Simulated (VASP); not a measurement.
# SiSe2H2 in VASP: notebook, part 2 of 2

VASP 6.6.1. The steps go on from the part before.

## (6) Relaxation of the atoms, BLYP+D3(BJ)

Input file INCAR:

```
  PREC = Accurate
  ENCUT = 900
  EDIFF = 1E-6
  ISMEAR = 0
  SIGMA = 0.01
  LREAL = False
  LASPH = True
  NELM = 80
  ALGO = Normal
  ISIF = 2
  LWAVE = False
  LCHARG = False
  GGA = B5
  ALDAX = 1.0
  AGGAX = 1.0
  AGGAC = 1.0
  ALDAC = 0.0
  IVDW = 12
  VDW_S6 = 1.0
  VDW_S8 = 2.6996
  VDW_A1 = 0.4298
  VDW_A2 = 4.2359
  IBRION = 2
  NSW = 60
  EDIFFG = -0.005
```

Input file KPOINTS:

```
Automatic mesh
0
Gamma
  1 1 1
```

Input file POSCAR:

```
SiH2Se2
1.0
   12.0000000000      0.0000000000      0.0000000000
    0.0000000000     12.0000000000      0.0000000000
    0.0000000000      0.0000000000     12.0000000000
Si Se H
1 2 2
Direct
    0.4953375000      0.5160708300      0.4512708300
    0.5830291700      0.4850958300      0.6131291700
    0.6249041700      0.3818541700      0.4446708300
    0.3772625000      0.4820041700      0.4427958300
    0.5193541700      0.6216458300      0.3925375000
```

Potentials or basis: VASP PAW PBE potentials, release 64 (Si, Se, H_h).

Launch:

```sh
cat potpaw_PBE.64/Si/POTCAR potpaw_PBE.64/Se/POTCAR potpaw_PBE.64/H_h/POTCAR > POTCAR
mpirun -np 1 vasp_gam > vasp.out
```

OUTCAR:

```text
PREC = Accurate
   ENCUT = 900
   EDIFF = 1E-6
   ISMEAR = 0
   LREAL = False
   LASPH = True
   NELM = 80
   ISIF = 2
   GGA = B5
   IVDW = 12
   IBRION = 2
   NSW = 60
   EDIFFG = -0.005
 IVDW          = 12

 ion  position               nearest neighbor table
   1  0.495  0.516  0.451-   5 1.48   4 1.48   3 2.24   2 2.24
   2  0.583  0.485  0.613-   1 2.24   3 2.42
   3  0.625  0.382  0.445-   1 2.24   2 2.42
   4  0.377  0.482  0.443-   1 1.48
   5  0.519  0.622  0.393-   1 1.48

  LATTYP: Found a simple cubic cell.
 ALAT       =    12.0000000000

  Lattice vectors:

 A1 = (  12.0000000000,   0.0000000000,   0.0000000000)
 A2 = (   0.0000000000,  12.0000000000,   0.0000000000)
 A3 = (   0.0000000000,   0.0000000000,  12.0000000000)

Analysis of symmetry for initial positions (statically):
=====================================================================
 Subroutine PRICEL returns:
 Original cell was already a primitive cell.

 Routine SETGRP: Setting up the symmetry group for a
 simple cubic supercell.

 Subroutine GETGRP returns: Found  1 space group operations
 (whereof  1 operations were pure point group operations)
 out of a pool of 48 trial point group operations.

The static configuration has the point symmetry C_1 .

Analysis of symmetry for dynamics (positions and initial velocities):
=====================================================================
 Subroutine PRICEL returns:
 Original cell was already a primitive cell.

 Routine SETGRP: Setting up the symmetry group for a
 simple cubic supercell.

 Subroutine GETGRP returns: Found  1 space group operations
 (whereof  1 operations were pure point group operations)
 out of a pool of 48 trial point group operations.

The dynamic configuration has the point symmetry C_1 .

 Subroutine INISYM returns: Found  1 space group operations
 (whereof  1 operations are pure point group operations),
 and found     1 'primitive' translations

----------------------------------------------------------------------------------------

                                     Primitive cell

  volume of cell :    1728.0000

  direct lattice vectors                    reciprocal lattice vectors
    12.000000000  0.000000000  0.000000000     0.083333333  0.000000000  0.000000000
     0.000000000 12.000000000  0.000000000     0.000000000  0.083333333  0.000000000
     0.000000000  0.000000000 12.000000000     0.000000000  0.000000000  0.083333333

  length of vectors
    12.000000000 12.000000000 12.000000000     0.083333333  0.083333333  0.083333333

  position of ions in fractional coordinates (direct lattice)
     0.495337500  0.516070830  0.451270830
     0.583029170  0.485095830  0.613129170
     0.624904170  0.381854170  0.444670830
     0.377262500  0.482004170  0.442795830
     0.519354170  0.621645830  0.392537500

  ion indices of the primitive-cell ions
   primitive index   ion index
                 1           1
                 2           2
                 3           3
                 4           4
                 5           5

----------------------------------------------------------------------------------------

 KPOINTS: Automatic mesh

Automatic generation of k-mesh.
 Grid dimensions read from file:
 generate k-points for:    1    1    1

 Generating k-lattice:

  Cartesian coordinates                     Fractional coordinates (reciprocal lattice)
     0.083333333  0.000000000  0.000000000     1.000000000  0.000000000  0.000000000
     0.000000000  0.083333333  0.000000000     0.000000000  1.000000000  0.000000000
     0.000000000  0.000000000  0.083333333     0.000000000  0.000000000  1.000000000

  Length of vectors
     0.083333333  0.083333333  0.083333333

  Shift w.r.t. Gamma in fractional coordinates (k-lattice)
     0.000000000  0.000000000  0.000000000

 Subroutine IBZKPT returns following result:
 ===========================================

 Found      1 irreducible k-points:

 Following reciprocal coordinates:
            Coordinates               Weight
  0.000000  0.000000  0.000000      1.000000
   k-points           NKPTS =      1   k-points in BZ     NKDIM =      1   number of bands    NBANDS=     13
   number of dos      NEDOS =    301   number of ions     NIONS =      5
   total plane-waves  NPLWV = ******
   dimension x,y,z NGX =   120 NGY =  120 NGZ =  120
   dimension x,y,z NGXF=   240 NGYF=  240 NGZF=  240
   ions per type =               1   2   2
   NGX,Y,Z   is equivalent  to a cutoff of  16.62, 16.62, 16.62 a.u.
   NGXF,Y,Z  is equivalent  to a cutoff of  33.25, 33.25, 33.25 a.u.
 SYSTEM =  unknown system
   PREC   = accura    normal or accurate (medium, high low for compatibility)
   ISTART =      0    job   : 0-new  1-cont  2-samecut
   ICHARG =      2    charge: 1-file 2-atom 10-const
   ISPIN  =      1    spin polarized calculation?
   LNONCOLLINEAR =      F non collinear calculations
   LSORBIT =      F    spin-orbit coupling
   LASPH  =      T    aspherical Exc in radial PAW
   ENCUT  =  900.0 eV  66.15 Ry    8.13 a.u.  29.35 29.35 29.35*2*pi/ulx,y,z
   NELM   =     80;   NELMIN=  2; NELMDL= -5     # of ELM steps
   EDIFF  = 0.1E-05   stopping-criterion for ELM
   LREAL  =      F    real-space projection
   EDIFFG = -.5E-02   stopping-criterion for IOM
   NSW    =     60    number of steps for IOM
   IBRION =      2    ionic relax: 0-MD 1-quasi-New 2-CG
   NFREE  =      1    steps in history (QN), initial steepest desc. (CG)
   ISIF   =      2    stress and relaxation
   ISYM   =      2    0-nonsym 1-usesym 2-fastsym
   POTIM  = 0.5000    time-step for ionic-motion
   TEBEG  =    0.0;   TEEND  =   0.0 temperature during run
   PSTRESS=    0.0 pullay stress
   NELECT =      18.0000    total number of electrons
   NUPDOWN=      -1.0000    fix difference up-down
   EMIN   =  10.00;   EMAX   =-10.00  energy-range for DOS
   EFERMI =   0.00;   METHOD = LEGACY
   ISMEAR =     0;   SIGMA  =   0.01  broadening in eV -4-tet -1-fermi 0-gaus
   EFERMI_NEDOS =   21; number of points for ismear=-14 and -15
   IALGO  =     38    algorithm
   IMIX   =      4    mixing-type and parameters
     AMIX     =   0.40;   BMIX     =  1.00
     AMIX_MAG =   1.60;   BMIX_MAG =  1.00
  volume/ion in A,a.u.               =     345.60      2332.22
  Fermi-wavevector in a.u.,A,eV,Ry     =   0.357534  0.675642  1.739244  0.127831
  Thomas-Fermi vector in A             =   1.275008
   LORBIT       =      0    0 simple, 1 ext, 2 COOP (PROOUT), +10 PAW based schemes
   GGA     = B5    functional components
   LHFCALC =     F    Hartree Fock is set to
   AEXX    =    0.0000 exact exchange contribution
   IVDW    =    12    specifies the selected vdW correction
   LEPSILON=     F    determine dielectric tensor
   LRPA    =     F    only Hartree local field effects (RPA)
 conjugate gradient relaxation of ions
 non-spin polarized calculation
 Gauss-broadening in eV      SIGMA  =   0.01
  energy-cutoff  :      900.00
  volume of cell :     1728.00
 maximum number of plane-waves:     53024
 NGX is ok and might be reduce to   120
   NGX = 59   NGY = 59   NGZ = 59

--------------------------------------- Ionic step        1  -------------------------------------------

 number of electron      18.0000000 magnetization

 Free energy of the ion-electron system (eV)
  ---------------------------------------------------
  ext. energy  EPLUGINS =         0.00000000
  ---------------------------------------------------
  free energy    TOTEN  =       -17.64583747 eV

  energy without entropy =      -17.64583747  energy(sigma->0) =      -17.64583747

------------------------ aborting loop because EDIFF is reached ----------------------------------------

 Edisp (eV)   -0.37463

 E8    (eV) :    -0.2718
[... 114 lines left out ...]
  FREE ENERGIE OF THE ION-ELECTRON SYSTEM (eV)
  ---------------------------------------------------
  free  energy   TOTEN  =       -18.0567378714 eV

  energy  without entropy=      -18.0567378714  energy(sigma->0) =      -18.05673787

[... ionic steps 4 to 9 ...]

--------------------------------------- Ionic step       10  -------------------------------------------

 number of electron      18.0000000 magnetization

------------------------ aborting loop because EDIFF is reached ----------------------------------------
[... 81 lines left out ...]
--------------------------------------- Ionic step       12  -------------------------------------------

 number of electron      18.0000000 magnetization

 Free energy of the ion-electron system (eV)
  ---------------------------------------------------
  ext. energy  EPLUGINS =         0.00000000
  ---------------------------------------------------
  free energy    TOTEN  =       -17.69003537 eV

  energy without entropy =      -17.69003537  energy(sigma->0) =      -17.69003537

 E-fermi :  -4.5864     XC(G=0):  -0.8694

 val. band max:       -4.6554143988   @ k =   0.0000   0.0000   0.0000
 cond. band min:      -2.9869156375   @ k =   0.0000   0.0000   0.0000
 fundamental gap:      1.6684987614
 Fermi energy:        -4.5864032746

 k-point     1 :       0.0000    0.0000    0.0000
  band No.  band energies     occupation
      1     -18.5966      2.00000
      2     -15.7501      2.00000
      3     -12.5974      2.00000
      4      -8.9364      2.00000
      5      -8.7986      2.00000
      6      -7.4210      2.00000
      7      -6.8177      2.00000
      8      -6.2825      2.00000
      9      -4.6554      2.00000
     10      -2.9869      0.00000
     11      -1.3656      0.00000
     12      -0.8990      0.00000
     13      -0.1924      0.00000
[... 34 lines left out ...]
  FREE ENERGIE OF THE ION-ELECTRON SYSTEM (eV)
  ---------------------------------------------------
  free  energy   TOTEN  =       -18.0623769260 eV

  energy  without entropy=      -18.0623769260  energy(sigma->0) =      -18.06237693

 reached required accuracy - stopping structural energy minimisation
```

Run time: 44 min. Hardware: 1 thread of Intel Xeon Platinum 8488C (Sapphire Rapids), shared host; peak memory 2.4 GiB.

Results:

```
Free energy                     : -18.0624 eV
Energy gained by relaxing       : 8.4 meV/atom
Ionic steps                     : 12
Largest force after relaxing    : 0.004 eV/Å
Gap between the frontier levels : 1.67 eV
Dispersion energy per atom      : -0.074 eV
```

Forces in eV/Å, atoms in the order of the input:
```
Si  -0.003  0.001 -0.002
Se   0.002  0.000  0.004
Se   0.002 -0.003 -0.001
H   -0.001  0.000  0.000
H    0.000  0.002 -0.001
```

The path:
```tsv
step	energy change (eV)	largest force (eV/Å)	pressure (GPa)
1	0.0000	1.0196	0.11
2	-0.0224	1.0180	-0.03
3	-0.0363	0.3865	0.02
4	-0.0414	0.0841	-0.01
5	-0.0415	0.0462	-0.01
6	-0.0417	0.0299	-0.01
7	-0.0418	0.0363	-0.01
8	-0.0419	0.0277	0.00
9	-0.0419	0.0163	0.00
10	-0.0419	0.0090	0.00
11	-0.0419	0.0118	0.00
12	-0.0419	0.0040	0.00
```

Final structure:
```
Si Se H
1.0
    12.00000    0.00000    0.00000
     0.00000   12.00000    0.00000
     0.00000    0.00000   12.00000
Si Se H
1 2 2
Direct
  0.49502 0.51631 0.45105
  0.58311 0.48620 0.61633
  0.62630 0.37964 0.44251
  0.37672 0.48248 0.44237
  0.51874 0.62205 0.39214
```

Levels at points of the mesh, in eV from the valence-band top:
```tsv
k point	band 6	band 7	band 8	band 9	band 10	band 11	band 12	band 13
(0.00, 0.00, 0.00)	-2.77	-2.16	-1.63	0.00	1.67	3.29	3.76	4.46
```

Caveat: the PAW data sets were made with another functional, which shifts forces and pressure a little.

## (7) Relaxation of the atoms, LDA

Input file INCAR:

```
SYSTEM = SiH2Se2
  PREC = Accurate
  ENCUT = 900
  EDIFF = 1E-6
  ISMEAR = 0
  SIGMA = 0.01
  LREAL = .False.
  LASPH = .True.
  NELM = 60
  ALGO = Normal
  ISIF = 2
  LWAVE = .False.
  LCHARG = .False.
  IBRION = 2
  NSW = 40
  EDIFFG = -0.02
```

Input file KPOINTS:

```
regular mesh
0
Gamma
  1 1 1
  0 0 0
```

POSCAR is that of step 6.

Potentials or basis: VASP PAW LDA potentials, release 64 (Si, Se, H_h).

Launch:

```sh
cat potpaw_LDA.64/Si/POTCAR potpaw_LDA.64/Se/POTCAR potpaw_LDA.64/H_h/POTCAR > POTCAR
mpirun -np 1 vasp_gam > vasp.out
```

OUTCAR:

```text
SYSTEM = SiH2Se2
   PREC = Accurate
   ENCUT = 900
   EDIFF = 1E-6
   ISMEAR = 0
   LREAL = .False.
   LASPH = .True.
   NELM = 60
   ISIF = 2
   IBRION = 2
   NSW = 40
   EDIFFG = -0.02

 ion  position               nearest neighbor table
   1  0.495  0.516  0.451-   5 1.48   4 1.48   3 2.24   2 2.24
   2  0.583  0.485  0.613-   1 2.24   3 2.42
   3  0.625  0.382  0.445-   1 2.24   2 2.42
   4  0.377  0.482  0.443-   1 1.48
   5  0.519  0.622  0.393-   1 1.48

  LATTYP: Found a simple cubic cell.
 ALAT       =    12.0000000000

  Lattice vectors:

 A1 = (  12.0000000000,   0.0000000000,   0.0000000000)
 A2 = (   0.0000000000,  12.0000000000,   0.0000000000)
 A3 = (   0.0000000000,   0.0000000000,  12.0000000000)

Analysis of symmetry for initial positions (statically):
=====================================================================
 Subroutine PRICEL returns:
 Original cell was already a primitive cell.

 Routine SETGRP: Setting up the symmetry group for a
 simple cubic supercell.

 Subroutine GETGRP returns: Found  1 space group operations
 (whereof  1 operations were pure point group operations)
[... 141 lines left out ...]

 Free energy of the ion-electron system (eV)
  ---------------------------------------------------
  ext. energy  EPLUGINS =         0.00000000
  ---------------------------------------------------
  free energy    TOTEN  =       -19.86938623 eV

  energy without entropy =      -19.86938623  energy(sigma->0) =      -19.86938623

------------------------ aborting loop because EDIFF is reached ----------------------------------------

  FORCE on cell =-STRESS in cart. coord.  units (eV):
  Direction    XX          YY          ZZ          XY          YZ          ZX
  --------------------------------------------------------------------------------------
  -------------------------------------------------------------------------------------
  Total        0.1069502      0.0809625     -0.1693434      0.2486735     -0.1265725     -0.0703386
  in kB        0.0991627      0.0750673     -0.1570128      0.2305666     -0.1173563     -0.0652169
  external PRESSURE =       0.0057391 kB  Pullay stress =       0.0000000 kB
[... 260 lines left out ...]
--------------------------------------- Ionic step        8  -------------------------------------------

 number of electron      18.0000000 magnetization

 Free energy of the ion-electron system (eV)
  ---------------------------------------------------
  ext. energy  EPLUGINS =         0.00000000
  ---------------------------------------------------
  free energy    TOTEN  =       -19.87176520 eV

  energy without entropy =      -19.87176520  energy(sigma->0) =      -19.87176520

 E-fermi :  -4.8230     XC(G=0):  -0.9330

 val. band max:       -4.9010250451   @ k =   0.0000   0.0000   0.0000
 cond. band min:      -2.9947914948   @ k =   0.0000   0.0000   0.0000
 fundamental gap:      1.9062335503
 Fermi energy:        -4.8230013102

 k-point     1 :       0.0000    0.0000    0.0000
  band No.  band energies     occupation
      1     -19.3289      2.00000
      2     -16.0027      2.00000
      3     -12.8273      2.00000
      4      -9.2033      2.00000
      5      -9.1219      2.00000
      6      -7.9395      2.00000
      7      -7.1645      2.00000
      8      -6.7167      2.00000
      9      -4.9010      2.00000
     10      -2.9948      0.00000
     11      -1.6375      0.00000
     12      -1.0273      0.00000
     13      -0.3649      0.00000
[... 30 lines left out ...]
  FREE ENERGIE OF THE ION-ELECTRON SYSTEM (eV)
  ---------------------------------------------------
  free  energy   TOTEN  =       -19.8717651956 eV

  energy  without entropy=      -19.8717651956  energy(sigma->0) =      -19.87176520

 reached required accuracy - stopping structural energy minimisation
```

OSZICAR:

```text
N       E                     dE             d eps       ncg     rms          rms(c)
DAV:   1     0.174888604405E+03    0.17489E+03   -0.52408E+03    26   0.123E+03
DAV:   2     0.382117290820E+02   -0.13668E+03   -0.13313E+03    44   0.110E+02
DAV:   3    -0.181085496052E+02   -0.56320E+02   -0.56228E+02    39   0.104E+02
DAV:   4    -0.209784245238E+02   -0.28699E+01   -0.28437E+01    36   0.314E+01
[... 75 lines left out ...]
       N       E                     dE             d eps       ncg     rms          rms(c)
DAV:   1    -0.198717559432E+02   -0.10485E-03   -0.49951E-03    26   0.592E-01    0.353E-02
DAV:   2    -0.198717672501E+02   -0.11307E-04   -0.17501E-04    36   0.832E-02    0.937E-03
DAV:   3    -0.198717657051E+02    0.15450E-05   -0.52762E-06    26   0.167E-02    0.605E-03
DAV:   4    -0.198717651956E+02    0.50947E-06   -0.14835E-06    23   0.771E-03
   8 F= -.19871765E+02 E0= -.19871765E+02  d E =-.113639E-03
```

It took 5.7 min on 1 thread of Intel Xeon Platinum 8488C (Sapphire Rapids), shared host; peak memory 1.8 GiB.

What came out:

```
Free energy                     : -19.8718 eV
Energy gained by relaxing       : 0.5 meV/atom
Ionic steps                     : 8
Largest force after relaxing    : 0.017 eV/Å
Gap between the frontier levels : 1.91 eV
```

Forces in eV/Å, atoms in the order of the input:
```
Si  -0.003  0.002 -0.002
Se  -0.011  0.010 -0.005
Se  -0.010  0.006 -0.010
H    0.010 -0.011  0.009
H    0.013 -0.007  0.008
```

The path:
```
step  energy change (eV)  largest force (eV/Å)  pressure (GPa)
   1              0.0000                0.2526            0.00
   2              0.0000                0.3719            0.01
   3             -0.0018                0.0599            0.00
   4             -0.0022                0.0335            0.00
   5             -0.0022                0.0255           -0.01
   6             -0.0022                0.0484           -0.01
   7             -0.0023                0.0292           -0.01
   8             -0.0024                0.0172            0.00
```

Final structure:
```xyz
5
Lattice="12.0000 0.0000 0.0000 0.0000 12.0000 0.0000 0.0000 0.0000 12.0000" Properties=species:S:1:pos:R:3 pbc="T T T"
Si    5.9453    6.1919    5.4163
Se    6.9965    5.8201    7.3546
Se    7.4977    4.5841    5.3382
H     4.5194    5.7766    5.3161
H     6.2398    7.4674    4.7077
```

Levels at points of the mesh, in eV from the valence-band top:
```
           k point  band 6  band 7  band 8  band 9  band 10  band 11  band 12  band 13
(0.00, 0.00, 0.00)   -3.04   -2.26   -1.82    0.00     1.91     3.26     3.87     4.54
```

As with any semilocal functional, this LDA gap is likely too small.

## (8) The reference run

An earlier run on the cell as given: functional PBE; potentials or basis VASP PAW PBE potentials, release 64 (Si, Se, H); cutoff 520 eV; k mesh 1 × 1 × 1; occupations gaussian, width 0.01 eV; no spin polarisation.

* Largest force: 0.474 eV/Å
* Gap between the frontier levels: 1.97 eV

## (9) Summary

```tsv
task	level	potentials or basis	cell	cutoff (eV)	gap on the mesh (eV)	largest force (eV/Å)
single point	PBE	VASP PAW PBE potentials, release 64 (Si, Se, H)	atoms moved at random, drawn with an rms of 0.05 Å	520	2.13	0.91
relaxation of the atoms	PBE	VASP PAW PBE potentials, release 64 (Si, Se, H)	atoms relaxed from: atoms moved at random, drawn with an rms of 0.02 Å	520	1.87	0.01
atomic charges	PBE+TS	VASP PAW PBE potentials, release 64 (Si, Se, H)	as given	520	1.97	0.49
electron localisation function	PBE	VASP PAW PBE potentials, release 64 (Si, Se, H)	as given	520	1.97	0.47
relaxation of the atoms	BLYP+D3(BJ)	VASP PAW PBE potentials, release 64 (Si, Se, H_h)	atoms relaxed	900	1.67	-
relaxation of the atoms	LDA	VASP PAW LDA potentials, release 64 (Si, Se, H_h)	atoms relaxed	900	1.91	0.02
single point	PBE	VASP PAW PBE potentials, release 64 (Si, Se, H)	as given	520	1.97	0.47
```

Alike in all rows: no spin polarisation; k mesh 1 × 1 × 1; smearing gaussian 0.01 eV.

Caveats: the PAW data sets were made with another functional, which shifts forces and pressure a little (some runs).

Absolute energies hang on the potentials; compare differences alone.
